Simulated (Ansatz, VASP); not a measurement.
Given: the input of a run of Ansatz 0.2.0 on TiC.

The input input.yaml:

```yaml
crystal:
  lattice:
    - [0.0, 2.1657188437, 2.1657188437]
    - [2.1657188437, 0.0, 2.1657188437]
    - [2.1657188437, 2.1657188437, 0.0]
  atoms:
    - { symbol: Ti, position: [0.0, 0.0, 0.0] }
    - { symbol: C, position: [0.5, 0.5, 0.5] }
kpoints:
  mp_grid: { grid: [11, 11, 11] }
scf:
  occupations: { method: gaussian, width: 0.023 }
hamiltonian:
  xc: pbe
  pseudopotentials: { kind: all_electron, lapw: { basis_error: 0.001 } }
output:
  forces: true
  stress: true
  eigenvalues: true
```

Potentials or basis: all-electron LAPW, scalar-relativistic.

Launch:

```console
$ ansatz run input.yaml --threads 1 --pin off --max-ram 3072MiB --backend cpu --events-out ev --progress --plain --runs-dir out
```

Translate it to VASP 6.6.1. Potentials there: VASP PAW PBE potentials, release 64 (Ti_sv, C).

As run (the cutoff follows the program's own potentials):

File INCAR:

```
ALGO     = Normal         # electronic algorithm
EDIFF    = 1E-6           # SCF threshold, eV
ENCUT    = 520            # plane-wave cutoff, eV
GGA      = PE             # functional
ISIF     = 2              # what is computed and relaxed
ISMEAR   = 0              # smearing method
LASPH    = T              # aspherical terms in the spheres
LCHARG   = F              # write CHGCAR
LREAL    = F              # projectors in reciprocal space
LWAVE    = F              # write WAVECAR
NBANDS   = 15             # bands
NELM     = 80             # most SCF steps
PREC     = Accurate       # precision mode
SIGMA    = 0.023          # smearing width, eV
```

KPOINTS

```
k-points
0
Gamma
  11 11 11
```

POSCAR

```
TiC
1.0
    0.0000000000      2.1657188437      2.1657188437
    2.1657188437      0.0000000000      2.1657188437
    2.1657188437      2.1657188437      0.0000000000
Ti C
1 1
Direct
    0.0000000000      0.0000000000      0.0000000000
    0.5000000000      0.5000000000      0.5000000000
```

Potentials or basis: VASP PAW PBE potentials, release 64 (Ti_sv, C).

Launch:

```bash
$ cat potpaw_PBE.64/Ti_sv/POTCAR potpaw_PBE.64/C/POTCAR > POTCAR
$ mpirun -np 1 vasp_std > vasp.out
```

Both were run:

|  | VASP | Ansatz | Ansatz less VASP |
| --- | --- | --- | --- |
| gap on the k mesh at the Fermi level (eV) | none | none | - |
| pressure (GPa) | 0.5 | 0.2 | -0.25 |

A gap of «none» marks a metal or a gap that the smearing closes. Ansatz ran all-electron here, so the differences hold the error of VASP's frozen core and of both bases.
